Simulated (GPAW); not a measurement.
Fitting the WC energy curve of Sn

It takes space group Fd-3m (No. 227, cubic). The conventional cell has a = 6.467 Å, b = 6.467 Å, c = 6.467 Å, α = 90.00°, β = 90.00°, γ = 90.00°. Sn (site symmetry -43m) has 4 Sn at 2.80 Å as nearest neighbours.

This isn't the form of Sn at room conditions, which is tetragonal (white tin).

The cell was scaled at fixed shape and fractions and run with GPAW, PAW data sets generated for this functional, cutoff 600 eV; WC, k mesh 6 × 6 × 6 on the cell of 2 atoms, fermi-dirac occupations of 0.05 eV, no spin polarisation, no spin-orbit coupling. Energies are those that the program minimises, any entropy of the smearing included. For a metal such a mesh isn't converged to the digits shown.

```csv
V (Å³/atom),energy over the lowest row (meV/atom)
31.7748,41.69
32.4509,?
33.1269,11.60
33.8030,3.76
34.4791,0.04
35.1551,0.00
35.8312,3.23
```

Question: Fit the third-order Birch-Murnaghan form, give V0, B0 and B′, and predict the energy left open.

Answer: With y = (V0/V)^(2/3), E = E0 + (9 V0 B0/16) [(y - 1)³ B′ + (y - 1)² (6 - 4y)]. Least squares through the rows shown give V0 = 34.8226 Å³/atom, E0 = -0.41 meV, B0 = 42.28 GPa (1 eV/Å³ = 160.218 GPa) and B′ = 4.87, with a largest miss of 0.01 meV. At V = 32.4509 the form with these constants gives 24.06 meV; the run gave 24.07 meV an atom. Measured volume: 34.16 Å³/atom at 300 K (a printed reference work), so the fit lies +1.9 % from it. The runs are for a static lattice.
